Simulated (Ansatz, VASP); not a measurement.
**Si4O7 (a cell with a defect) in VASP and in Ansatz**

The input INCAR:

```
ALGO = Normal
EDIFF = 1E-6
ENCUT = 520
GGA = CA
ISIF = 2
ISMEAR = 0
LASPH = True
LCHARG = False
LREAL = False
LWAVE = False
NBANDS = 40
NELM = 100
PREC = Accurate
SIGMA = 0.05
```

KPOINTS

```
k-points
0
Gamma
  6 6 6
```

Contents of POSCAR:

```
Si4O7
1.0
    0.0000000000      4.1548619959     -2.6614337333
    0.0000000000     -4.1548619959     -2.6614337333
   -4.1548619959      0.0000000000      2.6614337333
Si O
4 7
Direct
    0.2500000000      0.7500000000      0.5000000000
    0.7500000000      0.2500000000      0.5000000000
    0.0000000000      0.0000000000      1.0000000000
    0.5000000000      0.5000000000      1.0000000000
    1.0000000000      0.3055647994      0.3055647994
    0.5555647994      0.7500000000      0.8055647994
    0.0555647994      0.2500000000      0.8055647994
    0.0000000000      0.6944352006      0.6944352006
    0.4574530525      0.0000000000      0.4574530525
    0.9444352006      0.7500000000      0.1944352006
    0.4444352006      0.2500000000      0.1944352006
```

Input for Ansatz:

```yaml
crystal:
  lattice:
    - [0.0, 4.1548619959, -2.6614337333]
    - [0.0, -4.1548619959, -2.6614337333]
    - [-4.1548619959, 0.0, 2.6614337333]
  atoms:
    - { symbol: Si, position: [0.25, 0.75, 0.5] }
    - { symbol: Si, position: [0.75, 0.25, 0.5] }
    - { symbol: Si, position: [0.0, 0.0, 1.0] }
    - { symbol: Si, position: [0.5, 0.5, 1.0] }
    - { symbol: O, position: [1.0, 0.3055647994, 0.3055647994] }
    - { symbol: O, position: [0.5555647994, 0.75, 0.8055647994] }
    - { symbol: O, position: [0.0555647994, 0.25, 0.8055647994] }
    - { symbol: O, position: [0.0, 0.6944352006, 0.6944352006] }
    - { symbol: O, position: [0.4574530525, 0.0, 0.4574530525] }
    - { symbol: O, position: [0.9444352006, 0.75, 0.1944352006] }
    - { symbol: O, position: [0.4444352006, 0.25, 0.1944352006] }
basis:
  ecutwfc: 420
kpoints:
  mp_grid: { grid: [6, 6, 6] }
hamiltonian:
  xc: lda
  pseudopotentials: { kind: paw, azcp: { folder: soft_1 } }
scf:
  occupations: { method: gaussian, width: 0.05 }
output:
  forces: true
  stress: true
  eigenvalues: true
  write_density: true
  write_potential: true
  elf: true
  volumetric_format: npy
```

Change from the starting cell: O vacancy; atom 9 moved 0.500 of the way to it and -0.250 Å across, host rigid.

Alike in both runs: task single point; functional LDA; k mesh 6 × 6 × 6; occupations gaussian, width 0.05 eV; no spin polarisation.

|  | VASP | Ansatz |
| --- | --- | --- |
| version | VASP 6.6.1 | Ansatz 0.2.0 |
| potentials or method | VASP PAW LDA potentials, release 64 (Si, O) | scalar-relativistic, plane waves, PAW |
| plane-wave cutoff (eV) | 520 | 420 |
| valence electrons in the cell | 58 | 58 |

Ansatz gave:

- gap on the k mesh at the Fermi level (eV): none
- rms of the force components (eV/Å): 4.642

**Question.** Which values does VASP return?

**Answer.** gap on the k mesh at the Fermi level (eV): none; rms of the force components (eV/Å): 4.529.

Atom by atom the forces differ by 0.120 eV/Å (rms over components). A gap of «none» marks a metal or a gap that the smearing closes. Ansatz warned: «pseudo_functional_mismatch».
